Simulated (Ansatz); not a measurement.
# In15P17: the cost of one run

Method: DFT PBE, scalar-relativistic, plane waves, PAW, in Ansatz 0.2.0.

2 further runs of the same task are left out: 2 set aside as unsound or not needed.

### Step 1. The starting structure

The structure is cubic, space group F-43m (No. 216). Conventional cell: a = 5.960 Å, b = 5.960 Å, c = 5.960 Å, α = 90.00°, β = 90.00°, γ = 90.00°. In (site symmetry -43m) is surrounded by 4 P at 2.58 Å. P (site symmetry -43m) has 4 In at 2.58 Å as nearest neighbours.

Coordinates:

```cif
data_structure
_symmetry_space_group_name_H-M 'F-43m'
_symmetry_Int_Tables_number 216
_cell_length_a 5.9598
_cell_length_b 5.9598
_cell_length_c 5.9598
_cell_angle_alpha 90.000
_cell_angle_beta 90.000
_cell_angle_gamma 90.000
_cell_volume 211.69
loop_
_atom_site_label
_atom_site_type_symbol
_atom_site_symmetry_multiplicity
_atom_site_Wyckoff_symbol
_atom_site_fract_x
_atom_site_fract_y
_atom_site_fract_z
_atom_site_occupancy
In1 In 4 a 0.00000 0.00000 0.00000 1
P1 P 4 d 0.25000 0.25000 0.75000 1
```

It goes back to an entry of the Materials Project.

This cell was relaxed beforehand with the same method: volume 26.46 Å³/atom, gap on the mesh 0.44 eV.

The host's static dielectric tensor, from an earlier linear-response run, has a mean of 15.08.

The perfect supercell (rows 3 -1 -1; -1 3 -1; -1 -1 3 in vectors of this cell) comes from an earlier run at this level (32 atoms, E(σ→0) -101664.1460 eV, gap 2.12 eV on its own mesh).

### Step 2. Making the defect

The atom at (0.500, 0.500, 0.000) of the supercell is replaced. The other atoms start on their ideal sites. Its neighbours are 4 P at 2.58 Å.

### Step 3. Charge state 0

File input.yaml:

```yaml
crystal:
  lattice:
    - [-5.9597880289, 5.9597880289, 5.9597880289]
    - [5.9597880289, -5.9597880289, 5.9597880289]
    - [5.9597880289, 5.9597880289, -5.9597880289]
  atoms:
    - { symbol: P, position: [0.5, 0.5, 0.0] }
    - { symbol: In, position: [0.5, 0.75, 0.75] }
    - { symbol: In, position: [0.5, 0.0, 0.5] }
    - { symbol: In, position: [0.75, 0.25, 0.0] }
    - { symbol: In, position: [0.5, 0.25, 0.25] }
    - { symbol: In, position: [0.75, 0.5, 0.75] }
    - { symbol: In, position: [0.75, 0.75, 0.5] }
    - { symbol: In, position: [0.0, 0.0, 0.0] }
    - { symbol: In, position: [0.75, 0.0, 0.25] }
    - { symbol: In, position: [0.0, 0.25, 0.75] }
    - { symbol: In, position: [0.0, 0.5, 0.5] }
    - { symbol: In, position: [0.25, 0.75, 0.0] }
    - { symbol: In, position: [0.0, 0.75, 0.25] }
    - { symbol: In, position: [0.25, 0.0, 0.75] }
    - { symbol: In, position: [0.25, 0.25, 0.5] }
    - { symbol: In, position: [0.25, 0.5, 0.25] }
    - { symbol: P, position: [0.25, 0.5, 0.0] }
    - { symbol: P, position: [0.25, 0.75, 0.75] }
    - { symbol: P, position: [0.25, 0.0, 0.5] }
    - { symbol: P, position: [0.5, 0.25, 0.0] }
    - { symbol: P, position: [0.25, 0.25, 0.25] }
    - { symbol: P, position: [0.5, 0.5, 0.75] }
    - { symbol: P, position: [0.5, 0.75, 0.5] }
    - { symbol: P, position: [0.75, 0.0, 0.0] }
    - { symbol: P, position: [0.5, 0.0, 0.25] }
    - { symbol: P, position: [0.75, 0.25, 0.75] }
    - { symbol: P, position: [0.75, 0.5, 0.5] }
    - { symbol: P, position: [0.0, 0.75, 0.0] }
    - { symbol: P, position: [0.75, 0.75, 0.25] }
    - { symbol: P, position: [0.0, 0.0, 0.75] }
    - { symbol: P, position: [0.0, 0.25, 0.5] }
    - { symbol: P, position: [0.0, 0.5, 0.25] }
  host:
    lattice:
      - [0.0, 2.9798940145, 2.9798940145]
      - [2.9798940145, 0.0, 2.9798940145]
      - [2.9798940145, 2.9798940145, 0.0]
    atoms:
      - { symbol: In, position: [0.0, 0.0, 0.0] }
      - { symbol: P, position: [0.25, 0.25, 0.25] }
basis:
  ecutwfc: 420
  xc_grid: 2
kpoints:
  mp_grid: { grid: [2, 2, 2], shift: [0.5, 0.5, 0.5] }
hamiltonian:
  xc: pbe
scf:
  occupations: { method: gaussian, width: 0.02 }
output:
  forces: true
  stress: false
  eigenvalues: true
  charged_corrections:
    defect_position: [0.5, 0.5, 0.0]
    epsilon: [[15.0794, 0.0, 0.0], [0.0, 15.0794, 0.0], [0.0, 0.0, 15.0794]]
  write_density: true
  write_potential: true
  elf: true
  volumetric_format: npy
relax:
  adjacent_minimum: "off"
  f_tol: 0.025
  max_steps: 45
```

Started as:

```bash
> ansatz run input.yaml --threads 4 --pin off --max-ram 6144MiB --backend cpu --events-out ev --progress --plain --runs-dir out
```

**Question.** How long does this run take on 4 threads of Arm Neoverse V2, shared host, and how much memory does it need?

About 53 s, with a peak of 1.7 GiB.
